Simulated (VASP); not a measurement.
# LiH: single point with PBE0

LiH:

```
CELL_PARAMETERS angstrom
0.00000 1.98662 1.98662
1.98662 0.00000 1.98662
1.98662 1.98662 0.00000
ATOMIC_POSITIONS crystal
Li 0.00000 0.00000 0.00000
H 0.50000 0.50000 0.50000
```

The cell is a database's computed one.

```json
{"Program": "VASP 6.6.1", "Task": "single point", "Functional": "PBE0", "Potentials or basis": "VASP PAW PBE potentials, release 64 (Li_sv, H)", "Cutoff": "520 eV", "k mesh": "8 × 8 × 8", "Occupations": "gaussian, width 0.02 eV", "Spin": "no spin polarisation", "Grid for exact exchange (PRECFOCK)": "Fast", "Exchange at q = 0": "default", "Further INCAR settings": "ALGO = Normal; EDIFF = 1e-06"}
```

```yaml
Band_gap_on_the_k_mesh: 4.66 eV, direct
```

Levels at points of the mesh, in eV from the valence-band top:
| k point | band 1 | band 2 | band 3 | band 4 | band 5 | band 6 |
| --- | --- | --- | --- | --- | --- | --- |
| (0.00, 0.00, 0.00) | -47.32 | -6.26 | 19.06 | 20.53 | 20.53 | 20.53 |
| (0.50, 0.00, 0.00) | -47.27 | -3.00 | 6.77 | 16.25 | 19.04 | 19.04 |
| (0.50, 0.50, 0.00) | -47.25 | 0.00 | 4.66 | 13.08 | 13.08 | 16.19 |

Wall time 89 s on 1 thread of AMD EPYC 7R13 Processor (Zen 3) (shared host), peak memory 0.11 GiB.

 A k mesh can miss the band edges.
